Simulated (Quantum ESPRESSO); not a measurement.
# ZrC (Fm-3m) in Quantum ESPRESSO: convergence with k mesh

Aim: find how far k mesh must go before the results for ZrC settle, at PBE. This setting moves, with any that are tied to it; all else stays.

Everything below comes from runs of Quantum ESPRESSO 7.5. Logs are shortened: lines on timing, memory, paths and dates and some standing lists are left out, and cuts for length are marked.

**1. Starting point**

It takes space group Fm-3m (No. 225, cubic). The conventional cell has a = 4.730 Å, b = 4.730 Å, c = 4.730 Å, α = 90.00°, β = 90.00°, γ = 90.00°. Around Zr (site symmetry m-3m) lie 6 C at 2.37 Å. C (site symmetry m-3m) has 6 Zr at 2.37 Å as nearest neighbours.

**2. With k mesh 2 × 2 × 2**

File pw.in:

```
&CONTROL
  calculation = 'scf'
  prefix = 'pwscf'
  outdir = './tmp'
  pseudo_dir = './pseudo'
  tprnfor = .true.
  tstress = .true.
  disk_io = 'nowf'
/
&SYSTEM
  ibrav = 0
  nat = 2
  ntyp = 2
  ecutwfc = 82
  nbnd = 14
  occupations = 'smearing'
  smearing = 'mv'
  degauss = 0.00999582
/
&ELECTRONS
  conv_thr = 4d-10
  electron_maxstep = 120
  mixing_beta = 0.5
/
ATOMIC_SPECIES
Zr    91.2240 Zr.upf
C     12.0110 C.upf
CELL_PARAMETERS angstrom
   0.0000000000    2.3650000000    2.3650000000
   2.3650000000    0.0000000000    2.3650000000
   2.3650000000    2.3650000000    0.0000000000
ATOMIC_POSITIONS crystal
Zr     0.5000000000    0.5000000000    0.5000000000
C      0.0000000000    0.0000000000    0.0000000000
K_POINTS automatic
2 2 2 0 0 0
```

Potentials or basis: PseudoDojo 0.5 SR PBE stringent.

On the command line:

```
OMP_NUM_THREADS=1 pw.x -in pw.in > pw.out
```

pw.out:

```text
This program is part of the open-source Quantum ESPRESSO suite
     for quantum simulation of materials; please cite
[... 9 lines left out ...]
     --------------------
     sticks:   dense  smooth     PW     G-vecs:    dense   smooth      PW
     Sum         913     913    253                17933    17933    2741

     Using Slab Decomposition

     bravais-lattice index     =            0
     lattice parameter (alat)  =       6.3204  a.u.
     unit-cell volume          =     178.5336 (a.u.)^3
     number of atoms/cell      =            2
     number of atomic types    =            2
     number of electrons       =        16.00
     number of Kohn-Sham states=           14
     kinetic-energy cutoff     =      82.0000  Ry
     charge density cutoff     =     328.0000  Ry
     scf convergence threshold =      4.0E-10
     mixing beta               =       0.5000
     number of iterations used =            8  plain     mixing
     Exchange-correlation= PBE
                           (   1   4   3   4   0   0   0)

     celldm(1)=   6.320406  celldm(2)=   0.000000  celldm(3)=   0.000000
     celldm(4)=   0.000000  celldm(5)=   0.000000  celldm(6)=   0.000000

     crystal axes: (cart. coord. in units of alat)
               a(1) = (   0.000000   0.707107   0.707107 )
               a(2) = (   0.707107   0.000000   0.707107 )
               a(3) = (   0.707107   0.707107   0.000000 )

     reciprocal axes: (cart. coord. in units 2 pi/alat)
               b(1) = ( -0.707107  0.707107  0.707107 )
               b(2) = (  0.707107 -0.707107  0.707107 )
               b(3) = (  0.707107  0.707107 -0.707107 )

     PseudoPot. # 1 for Zr read from file:
     Zr.upf
     Pseudo is Norm-conserving + core correction, Zval = 12.0
     Generated using ONCVPSP code by D. R. Hamann
     Using radial grid of 1622 points,  6 beta functions with:
                l(1) =   0
                l(2) =   0
                l(3) =   1
                l(4) =   1
                l(5) =   2
                l(6) =   2

     PseudoPot. # 2 for C  read from file:
     C.upf
     Pseudo is Norm-conserving + core correction, Zval =  4.0
     Generated using ONCVPSP code by D. R. Hamann
     Using radial grid of 1248 points,  4 beta functions with:
                l(1) =   0
                l(2) =   0
                l(3) =   1
                l(4) =   1

     atomic species   valence    mass     pseudopotential
     Zr               12.00    91.22400     Zr( 1.00)
     C                 4.00    12.01100     C ( 1.00)

     48 Sym. Ops., with inversion, found

   Cartesian axes

     site n.     atom                  positions (alat units)
         1        Zr     tau(   1) = (   0.7071068   0.7071068   0.7071068  )
         2        C      tau(   2) = (   0.0000000   0.0000000   0.0000000  )

     number of k points=     3  Marzari-Vanderbilt smearing, width (Ry)=  0.0100
                       cart. coord. in units 2pi/alat
        k(    1) = (   0.0000000   0.0000000   0.0000000), wk =   0.2500000
        k(    2) = (  -0.3535534  -0.3535534   0.3535534), wk =   1.0000000
        k(    3) = (  -0.7071068   0.0000000   0.0000000), wk =   0.7500000

     Dense  grid:    17933 G-vectors     FFT dimensions: (  40,  40,  40)

     Initial potential from superposition of free atoms

     starting charge      15.9976, renormalised to      16.0000
     Starting wfcs are   14 randomized atomic wfcs

     Self-consistent Calculation

     iteration #  1     ecut=    82.00 Ry     beta= 0.50
     Davidson diagonalization with overlap
     ethr =  1.00E-02,  avg # of iterations =  3.7
     Minimization algorithm failed to find Fermi energy: reverting to bisection
     Possible cause: smearing is larger than the electronic band-gap.

     total energy              =    -113.16406465 Ry
     estimated scf accuracy    <       0.48289735 Ry

     iteration #  2     ecut=    82.00 Ry     beta= 0.50
     Davidson diagonalization with overlap
     ethr =  3.02E-03,  avg # of iterations =  1.7

     total energy              =    -113.23426789 Ry
     estimated scf accuracy    <       0.33643859 Ry

     iteration #  3     ecut=    82.00 Ry     beta= 0.50
     Davidson diagonalization with overlap
     ethr =  2.10E-03,  avg # of iterations =  1.7

     total energy              =    -113.33974731 Ry
     estimated scf accuracy    <       0.02594188 Ry

     iteration #  4     ecut=    82.00 Ry     beta= 0.50
     Davidson diagonalization with overlap
     ethr =  1.62E-04,  avg # of iterations =  1.0

     total energy              =    -113.33997167 Ry
     estimated scf accuracy    <       0.03006965 Ry

     iteration #  5     ecut=    82.00 Ry     beta= 0.50
     Davidson diagonalization with overlap
     ethr =  1.62E-04,  avg # of iterations =  1.0

     WARNING: integrated charge=    15.99999254, expected=    16.00000000

     total energy              =    -113.35446932 Ry
     estimated scf accuracy    <       0.03046554 Ry

     iteration #  6     ecut=    82.00 Ry     beta= 0.50
     Davidson diagonalization with overlap
     ethr =  1.62E-04,  avg # of iterations =  1.7

     WARNING: integrated charge=    16.00002760, expected=    16.00000000

     total energy              =    -113.32886059 Ry
     estimated scf accuracy    <       0.09195904 Ry

     iteration #  7     ecut=    82.00 Ry     beta= 0.50
     Davidson diagonalization with overlap
     ethr =  1.62E-04,  avg # of iterations =  1.7

     WARNING: integrated charge=    16.00008129, expected=    16.00000000

     total energy              =    -113.34316154 Ry
     estimated scf accuracy    <       0.01428120 Ry

     iteration #  8     ecut=    82.00 Ry     beta= 0.50
     Davidson diagonalization with overlap
     ethr =  8.93E-05,  avg # of iterations =  1.3

     WARNING: integrated charge=    15.99995722, expected=    16.00000000

     total energy              =    -113.32379434 Ry
     estimated scf accuracy    <       0.04316568 Ry

     iteration #  9     ecut=    82.00 Ry     beta= 0.50
     Davidson diagonalization with overlap
     ethr =  8.93E-05,  avg # of iterations =  2.3

     WARNING: integrated charge=    16.00009696, expected=    16.00000000

     total energy              =    -113.33015192 Ry
     estimated scf accuracy    <       0.00001706 Ry

     iteration # 10     ecut=    82.00 Ry     beta= 0.50
     Davidson diagonalization with overlap
     ethr =  1.07E-07,  avg # of iterations =  3.7

     WARNING: integrated charge=    16.00030095, expected=    16.00000000

     total energy              =    -113.32985481 Ry
     estimated scf accuracy    <       0.00003305 Ry

     iteration # 11     ecut=    82.00 Ry     beta= 0.50
     Davidson diagonalization with overlap
     ethr =  1.07E-07,  avg # of iterations =  3.3

     WARNING: integrated charge=    15.99903750, expected=    16.00000000

     total energy              =    -113.33094888 Ry
     estimated scf accuracy    <       0.00070774 Ry

     iteration # 12     ecut=    82.00 Ry     beta= 0.50
     Davidson diagonalization with overlap
     ethr =  1.07E-07,  avg # of iterations =  3.0

     WARNING: integrated charge=    15.99983344, expected=    16.00000000

     total energy              =    -113.33015535 Ry
     estimated scf accuracy    <       0.00000178 Ry

     iteration # 13     ecut=    82.00 Ry     beta= 0.50
     Davidson diagonalization with overlap
     ethr =  1.11E-08,  avg # of iterations =  2.7

     WARNING: integrated charge=    16.00174979, expected=    16.00000000

     total energy              =    -113.33039361 Ry
     estimated scf accuracy    <       0.00000651 Ry

     iteration # 14     ecut=    82.00 Ry     beta= 0.50
     Davidson diagonalization with overlap
     ethr =  1.11E-08,  avg # of iterations =  1.7

     WARNING: integrated charge=    16.00160098, expected=    16.00000000

     total energy              =    -113.33047668 Ry
     estimated scf accuracy    <       0.00001711 Ry

     iteration # 15     ecut=    82.00 Ry     beta= 0.50
     Davidson diagonalization with overlap
     ethr =  1.11E-08,  avg # of iterations =  2.0

     WARNING: integrated charge=    16.00138871, expected=    16.00000000

     total energy              =    -113.33034858 Ry
     estimated scf accuracy    <       0.00000332 Ry

     iteration # 16     ecut=    82.00 Ry     beta= 0.50
     Davidson diagonalization with overlap
     ethr =  1.11E-08,  avg # of iterations =  2.0

     WARNING: integrated charge=    16.00089825, expected=    16.00000000

     total energy              =    -113.33021945 Ry
     estimated scf accuracy    <       0.00000014 Ry

     iteration # 17     ecut=    82.00 Ry     beta= 0.50
     Davidson diagonalization with overlap
     ethr =  8.72E-10,  avg # of iterations =  2.7

     WARNING: integrated charge=    16.00092876, expected=    16.00000000

     total energy              =    -113.33018878 Ry
     estimated scf accuracy    <       0.00000079 Ry

     iteration # 18     ecut=    82.00 Ry     beta= 0.50
     Davidson diagonalization with overlap
     ethr =  8.72E-10,  avg # of iterations =  1.3

     WARNING: integrated charge=    16.00095460, expected=    16.00000000

     total energy              =    -113.33020832 Ry
     estimated scf accuracy    <       0.00000037 Ry

     iteration # 19     ecut=    82.00 Ry     beta= 0.50
     Davidson diagonalization with overlap
     ethr =  8.72E-10,  avg # of iterations =  2.0

     End of self-consistent calculation

          k = 0.0000 0.0000 0.0000 (  2229 PWs)   bands (ev):

   -33.8220 -11.5232 -11.5232 -11.5232   3.5728  15.6155  15.6155  15.6155
    15.8544  15.8544  15.8544  17.2820  17.2820  21.8777

          k =-0.3536-0.3536 0.3536 (  2252 PWs)   bands (ev):

   -33.7310 -12.2954 -11.5970 -11.5970   6.6090   9.4885  11.8683  11.8683
    18.8875  18.8875  19.8304  21.1556  24.5786  24.5786

          k =-0.7071 0.0000 0.0000 (  2232 PWs)   bands (ev):

   -33.7011 -12.1899 -11.7820 -11.7820   4.7820  12.6753  12.8670  14.9076
    14.9076  18.8527  19.9756  19.9756  22.3208  24.8520

     the Fermi energy is    15.3597 ev

     WARNING: integrated charge=    16.00093701, expected=    16.00000000

!    total energy              =    -113.33024703 Ry
     estimated scf accuracy    <          2.5E-11 Ry
     smearing contrib. (-TS)   =       0.00000710 Ry
     internal energy E=F+TS    =    -113.33025413 Ry

     The total energy is F=E-TS. E is the sum of the following terms:
     one-electron contribution =      -7.88824780 Ry
     hartree contribution      =      12.65268691 Ry
     xc contribution           =     -24.32043159 Ry
     ewald contribution        =     -93.77426165 Ry

     convergence has been achieved in  19 iterations

     Forces acting on atoms (cartesian axes, Ry/au):

     atom    1 type  1   force =     0.00000000    0.00000000   -0.00000000
     atom    2 type  2   force =    -0.00000000    0.00000000    0.00000000

     Total force =     0.000000     Total SCF correction =     0.000000

     Computing stress (Cartesian axis) and pressure

          total   stress  (Ry/bohr**3)                   (kbar)     P=       46.61
   0.00031688   0.00000000   0.00000000           46.61        0.00        0.00
   0.00000000   0.00031688   0.00000000            0.00       46.61        0.00
   0.00000000   0.00000000   0.00031688            0.00        0.00       46.61

=------------------------------------------------------------------------------=
   JOB DONE.
=------------------------------------------------------------------------------=
```

Run time: 2.2 s. Hardware: 1 thread of Intel Xeon 6975P-C (Granite Rapids), shared host; peak memory 0.05 GiB.

Results:

```yaml
Free_energy: -1541.9366 eV
Pressure: 4.7 GPa
Band_gap_on_the_k_mesh: none (metal or under the smearing width)
```

**3. With k mesh 3 × 3 × 3**

Changes to pw.in since step 2:

```diff
@@ -35,2 +35,2 @@
 K_POINTS automatic
-2 2 2 0 0 0
+3 3 3 0 0 0
```

Potentials or basis: PseudoDojo 0.5 SR PBE stringent.

On the command line:

```
OMP_NUM_THREADS=1 pw.x -in pw.in > pw.out
```

Wall time 1.8 s (1 thread of Intel Xeon 6975P-C (Granite Rapids), shared host); peak memory 0.05 GiB.

What came out:

* Free energy: -1542.9000 eV
* Pressure: -2.3 GPa
* Band gap on the k mesh: none (metal or under the smearing width)

**4. With k mesh 4 × 4 × 4**

Changes to pw.in since step 3:

```diff
@@ -35,2 +35,2 @@
 K_POINTS automatic
-3 3 3 0 0 0
+4 4 4 0 0 0
```

On the command line:

```
OMP_NUM_THREADS=1 pw.x -in pw.in > pw.out
```

Wall time 2.6 s (1 thread of Intel Xeon 6975P-C (Granite Rapids), shared host); peak memory 0.05 GiB.

What came out:

| Quantity | Value |
| --- | --- |
| Free energy | -1543.0497 eV |
| Pressure | -3.8 GPa |
| Band gap on the k mesh | none (metal or under the smearing width) |

**5. With k mesh 6 × 6 × 6**

Changes to pw.in since step 4:

```diff
@@ -35,2 +35,2 @@
 K_POINTS automatic
-4 4 4 0 0 0
+6 6 6 0 0 0
```

On the command line:

```
OMP_NUM_THREADS=1 pw.x -in pw.in > pw.out
```

It took 5 s on 1 thread of Intel Xeon 6975P-C (Granite Rapids), shared host; peak memory 0.06 GiB.

What came out:

```yaml
Free_energy: -1543.0885 eV
Pressure: -2.7 GPa
Band_gap_on_the_k_mesh: none (metal or under the smearing width)
```

**6. With k mesh 8 × 8 × 8**

Changes to pw.in since step 5:

```diff
@@ -35,2 +35,2 @@
 K_POINTS automatic
-6 6 6 0 0 0
+8 8 8 0 0 0
```

Potentials or basis: PseudoDojo 0.5 SR PBE stringent.

On the command line:

```
OMP_NUM_THREADS=1 pw.x -in pw.in > pw.out
```

Run time: 7.8 s. Hardware: 1 thread of Intel Xeon 6975P-C (Granite Rapids), shared host; peak memory 0.06 GiB.

It converged, with:

- Free energy: -1543.0974 eV
- Pressure: -2.8 GPa
- Band gap on the k mesh: none (metal or under the smearing width)

**7. With k mesh 9 × 9 × 9**

Changes to pw.in since step 6:

```diff
@@ -35,2 +35,2 @@
 K_POINTS automatic
-8 8 8 0 0 0
+9 9 9 0 0 0
```

On the command line:

```
OMP_NUM_THREADS=1 pw.x -in pw.in > pw.out
```

Wall time 8.9 s (1 thread of Intel Xeon 6975P-C (Granite Rapids), shared host); peak memory 0.06 GiB.

It converged, with:

```
Free energy            : -1543.0979 eV
Pressure               : -2.9 GPa
Band gap on the k mesh : none (metal or under the smearing width)
```

**8. With k mesh 10 × 10 × 10**

Changes to pw.in since step 7:

```diff
@@ -35,2 +35,2 @@
 K_POINTS automatic
-9 9 9 0 0 0
+10 10 10 0 0 0
```

On the command line:

```
OMP_NUM_THREADS=1 pw.x -in pw.in > pw.out
```

Run time: 14 s. Hardware: 1 thread of Intel Xeon 6975P-C (Granite Rapids), shared host; peak memory 0.07 GiB.

It converged, with:

```yaml
Free_energy: -1543.0977 eV
Pressure: -2.8 GPa
Band_gap_on_the_k_mesh: none (metal or under the smearing width)
```

**9. With k mesh 12 × 12 × 12**

Changes to pw.in since step 8:

```diff
@@ -35,2 +35,2 @@
 K_POINTS automatic
-10 10 10 0 0 0
+12 12 12 0 0 0
```

Potentials or basis: PseudoDojo 0.5 SR PBE stringent.

On the command line:

```
OMP_NUM_THREADS=1 pw.x -in pw.in > pw.out
```

It took 17 s on 1 thread of Intel Xeon 6975P-C (Granite Rapids), shared host; peak memory 0.08 GiB.

The run converged. Its results:

- Free energy: -1543.0997 eV
- Pressure: -2.8 GPa
- Band gap on the k mesh: none (metal or under the smearing width)

**10. With k mesh 14 × 14 × 14**

Changes to pw.in since step 9:

```diff
@@ -35,2 +35,2 @@
 K_POINTS automatic
-12 12 12 0 0 0
+14 14 14 0 0 0
```

On the command line:

```
OMP_NUM_THREADS=1 pw.x -in pw.in > pw.out
```

It took 25 s on 1 thread of Intel Xeon 6975P-C (Granite Rapids), shared host; peak memory 0.1 GiB.

The run converged. Its results:

```
Free energy            : -1543.1002 eV
Pressure               : -2.8 GPa
Band gap on the k mesh : none (metal or under the smearing width)
```

**11. Result**

```
      k mesh  energy less the tightest run, at zero smearing (meV/atom)  pressure (GPa)  SCF cycles  CPU time (s)  peak memory (GiB)
   2 × 2 × 2                                                     581.83            4.66          19           2.2               0.05
   3 × 3 × 3                                                     100.10           -2.31          11           1.8               0.05
   4 × 4 × 4                                                      25.26           -3.77          10           2.6               0.05
   6 × 6 × 6                                                       5.86           -2.74          12             5               0.06
   8 × 8 × 8                                                       1.40           -2.81          10           7.8               0.06
   9 × 9 × 9                                                       1.15           -2.86          10           8.9               0.06
10 × 10 × 10                                                       1.24           -2.81          12            13               0.07
12 × 12 × 12                                                       0.26           -2.76          10            17               0.08
14 × 14 × 14                                                       0.00           -2.83          10            25                0.1
```

Against the tightest run, the energy stays within 1 meV/atom from 12 × 12 × 12 on; the pressure stays within 0.1 GPa from 6 × 6 × 6 on. Meshes of other sizes hit other points, so gaps and Fermi surfaces needn't settle smoothly. The tightest run that finished is the yardstick and may itself not be fully converged.
